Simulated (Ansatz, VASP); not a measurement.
**Sc in VASP and in Ansatz**

INCAR

```
SYSTEM = Sc
ALGO = Normal
EDIFF = 1E-6
ENCUT = 520
GGA = CA
GGA_COMPAT = .False.
ISIF = 2
ISMEAR = -1
LASPH = .True.
LCHARG = .False.
LMAXMIX = 4
LORBIT = 11
LORBMOM = .True.
LREAL = .False.
LSORBIT = .True.
LWAVE = .False.
MAGMOM = 0 0 0
NBANDS = 22
NELM = 150
PREC = Accurate
SIGMA = 0.1
```

The input KPOINTS:

```
k-points
0
Gamma
  12 12 12
  0 0 0
```

Contents of POSCAR:

```
Sc
1.0
   -1.7855579777      1.7855579777      1.7855579777
    1.7855579777     -1.7855579777      1.7855579777
    1.7855579777      1.7855579777     -1.7855579777
Sc
1
Direct
    0.0000000000      0.0000000000      0.0000000000
```

Input for Ansatz:

```yaml
crystal:
  lattice:
    - [-1.7855579777, 1.7855579777, 1.7855579777]
    - [1.7855579777, -1.7855579777, 1.7855579777]
    - [1.7855579777, 1.7855579777, -1.7855579777]
  atoms:
    - { symbol: Sc, position: [0.0, 0.0, 0.0] }
hamiltonian:
  xc: lda
  pseudopotentials:
    kind: paw_fr
    azcp:
      Sc: "pseudopotentials/Sc.paw.azcp"
basis:
  ecutwfc: 420
  fft_grid_basis: typed
kpoints:
  mp_grid: { grid: [12, 12, 12], shift: [0, 0, 0] }
magnetization:
  noncollinear: true
  spin_orbit: true
scf:
  occupations: { method: fermi_dirac, width: 0.1 }
```

Alike in both runs: task single point; functional LDA; k mesh 12 × 12 × 12; occupations fermi-dirac, width 0.1 eV; non-collinear spin, spin-orbit coupling.

|  | VASP | Ansatz |
| --- | --- | --- |
| version | VASP 6.6.1 | Ansatz 0.2.0 |
| potentials or method | VASP PAW LDA potentials, release 64 (Sc_sv) | plane waves (420 eV) with PAW, fully relativistic with spin-orbit coupling |
| plane-wave cutoff (eV) | 520 | 420 |
| valence electrons in the cell | 11 | 11 |

```tsv
	VASP	Ansatz	Ansatz less VASP
net moment per atom (μB)	0.00	0.00	0.000
```

Ansatz warned: «pseudo_functional_mismatch».
